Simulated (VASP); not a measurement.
**Results of a VASP single-point calculation on C (diamond)**

POSCAR

```
C
 1.0000000000000000
     0.0000000000000000    1.7801241435693234    1.7801241435693234
     1.7801241435693234   -0.0000000000000000    1.7801241435693234
     1.7801241435693234    1.7801241435693234   -0.0000000000000000
 C
   2
Cartesian
  0.0000000000000000  0.0000000000000000 -0.0000000000000000
  0.8900620717846617  0.8900620717846617  0.8900620717846617
```

```yaml
gap_between_bands_v_and_c: 4.15 eV
least_direct_gap: 5.60 eV
```

Band v is the last that the valence electrons fill when counted band by band, and c is the next. Levels in eV from the top of v:

```
point    v−1      v      c    c+1
    Γ   0.00   0.00   5.60   5.60
    X  -6.33  -6.33   4.77   4.77
    W  -8.37  -8.37  10.65  10.65
    K  -9.37  -5.39   5.69  10.79
    L  -2.81  -2.81   8.48   8.48
```

Task: Which of these levels of theory gave these results?
A. PBE0
B. PBEsol
C. HSE06
D. LDA
E. PBE with spin–orbit coupling
F. PBE
G. r²SCAN

Result: F.

The INCAR was:

```
EDIFF = 1E-7
ISMEAR = -1
ENCUT = 520
ISIF = 2
LCHARG = .FALSE.
GGA = PE
NSW = 0
NELM = 120
NBANDS = 11
IBRION = -1
PREC = Accurate
LASPH = .TRUE.
SIGMA = 0.02
LWAVE = .FALSE.
LREAL = .FALSE.
```
